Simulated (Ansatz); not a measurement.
Crystal: Ga2O3.

```xyz
10
Lattice="6.1070 -1.5186 0.0000 6.1070 1.5186 0.0000 -1.3860 0.0000 5.6300" Properties=species:S:1:pos:R:3 pbc="T T T"
Ga    3.2184    0.0000    3.8621
Ga    7.6096    0.0000    1.7679
Ga   10.8240    0.0000    1.1564
Ga    0.0041    0.0000    4.4736
O     5.1267    0.0000    4.1853
O     5.7013    0.0000    1.4447
O     9.4919    0.0000    2.4592
O     1.3361    0.0000    3.1708
O     8.9710    0.0000    5.0118
O     1.8570    0.0000    0.6182
```

* Program: Ansatz 0.2.0
* Task: relaxation of cell and atoms
* Functional: revPBE
* Dispersion: D4
* Potentials or basis: Ansatz PAW
* Cutoff: 420 eV (not typed: the program's choice for these potentials)
* k mesh: 9 × 9 × 5
* Occupations: fermi-dirac, width 0.05 eV
* Spin: no spin polarisation

At the start: volume 10.44 Å³/atom.

Where does the relaxation end?

It ends after 9 steps and the volume is 10.56 Å³/atom (+1.2 %); space group C2/m (No. 12, to 0.05 Å).

The path:
| step | energy change (eV) | largest force (eV/Å) | volume (Å³) |
| --- | --- | --- | --- |
| 1 | 0.0000 | 0.2670 | 104.42 |
| 2 | -0.0194 | 0.1267 | 105.07 |
| 3 | -0.0228 | 0.0357 | 105.63 |
| 4 | -0.0234 | 0.0338 | 105.59 |
| 5 | -0.0235 | 0.0189 | 105.58 |
| 6 | -0.0235 | 0.0009 | 105.59 |
| 7 | -0.0288 | 0.0008 | 105.59 |
| 8 | -0.0286 | 0.0009 | 105.64 |
| 9 | -0.0288 | 0.0010 | 105.64 |

Final structure:
```cif
data_structure
_symmetry_space_group_name_H-M 'P 1'
_symmetry_Int_Tables_number 1
_cell_length_a 6.3059
_cell_length_b 6.3059
_cell_length_c 5.8233
_cell_angle_alpha 103.297
_cell_angle_beta 103.297
_cell_angle_gamma 28.008
_cell_volume 105.64
loop_
_atom_site_label
_atom_site_type_symbol
_atom_site_fract_x
_atom_site_fract_y
_atom_site_fract_z
_atom_site_occupancy
Ga1 Ga 0.34068 0.34068 0.68721 1
Ga2 Ga 0.65932 0.65932 0.31279 1
Ga3 Ga 0.90880 0.90880 0.20412 1
Ga4 Ga 0.09120 0.09120 0.79588 1
O1 O 0.50358 0.50358 0.74640 1
O2 O 0.49642 0.49642 0.25360 1
O3 O 0.82776 0.82776 0.43923 1
O4 O 0.17224 0.17224 0.56077 1
O5 O 0.83144 0.83144 0.89134 1
O6 O 0.16856 0.16856 0.10866 1
```

Caveat: the plane-wave basis is chosen anew once the cell has moved, so the energies of steps on either side of that aren't comparable; the pressure holds a Pulay correction of +0.7 GPa for the finite cutoff; the PAW data sets come from PBE, with cores solved anew for the run's functional, which leaves a small shift of forces and pressure.
